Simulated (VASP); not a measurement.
Ca: single point with PBE

The system is Ca, a slab with vacuum.

```xyz
4
Lattice="3.9516 0.0000 0.0000 -1.9758 3.4222 0.0000 0.0000 0.0000 24.6794" Properties=species:S:1:pos:R:3 pbc="T T T"
Ca    1.9758    1.1407    7.5000
Ca    0.0000    2.2815   10.7265
Ca    0.0000    0.0000   13.9529
Ca    1.9758    1.1407   17.1794
```

The slab is cut from a database's or a generator's crystal, which needn't be the stable form of the element.

The cell isn't the ideal one: the (1 1 1) slab of Ca, cut from the database cell, not relaxed.

| Property | Result |
| --- | --- |
| Program | VASP 6.6.1 |
| Task | single point |
| Functional | PBE |
| Potentials or basis | VASP PAW PBE potentials, release 64 (Ca_sv) |
| Cutoff | 520 eV |
| k mesh | 8 × 8 × 1 |
| Occupations | fermi-dirac, width 0.05 eV |
| Spin | no spin polarisation |

* Largest force: 0.125 eV/Å
* Band gap on the k mesh: none (metal or under the smearing width)

Forces on the atoms (eV/Å):
```
Ca   0.000  0.000  0.125
Ca   0.000  0.000 -0.066
Ca   0.000  0.000  0.066
Ca   0.000  0.000 -0.125
```

Levels at points of the mesh, in eV from the Fermi level:
```csv
k point,band 17,band 18,band 19,band 20,band 21,band 22,band 23,band 24
"(0.00, 0.00, 0.00)",-3.80,-3.33,-2.54,-1.59,-0.09,0.42,0.91,1.47
"(0.50, 0.00, 0.00)",-0.93,-0.78,-0.58,-0.47,-0.01,0.31,0.54,0.69
```

Wall time 2.7 min on 1 thread of AMD EPYC 7R43 64-Core Processor (Zen 3) (shared host), peak memory 0.38 GiB.
